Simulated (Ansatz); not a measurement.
The elements of this relaxed trial crystal are hidden behind letters.

```
lattice vectors (Å)
   0.0000    2.7103    2.7103
   2.7103    0.0000    2.7103
   2.7103    2.7103    0.0000
fractional positions
X 0.5000 0.5000 0.5000
Z 0.0000 0.0000 0.0000
```

Method: DFT PBE, scalar-relativistic, plane waves, PAW (Ansatz 0.2.0). Settings of the last relaxation (2-atom cell): 420 eV, 8×8×8 k points, Gaussian smearing of 0.02 eV, no spin polarisation.

```
Space group                              : Fm-3m (No. 225)
Conventional cell                        : a = 5.421 Å
Volume per atom                          : 19.91 Å³
Density                                  : 2.42 g/cm³
Energy over the elements                 : −2.713 eV/atom
Gap on the 8×8×8 mesh of the 2-atom cell : 5.96 eV
```

Energies are uncorrected and count from the elements' standard states at the same level.

Q: X is an s-block element of period 4 and Z is a p-block element of period 2. Which elements are they?

A: X = K, Z = F, so the formula is KF, here in the rock salt type. Density times volume gives a mean mass of 2.42 × 19.91/1.6605 = 29.0 u per atom, and this set has 29.0 u. Among the elements that the hints allow, noble gases aside, only these give it. Around K lie 6 F at 2.71 Å; F has 6 K at 2.71 Å.

Kohn–Sham gaps at this level usually fall short of measured ones. A later test with randomly moved atoms came back to the same energy, though modes that don't fit the test's cell weren't probed.
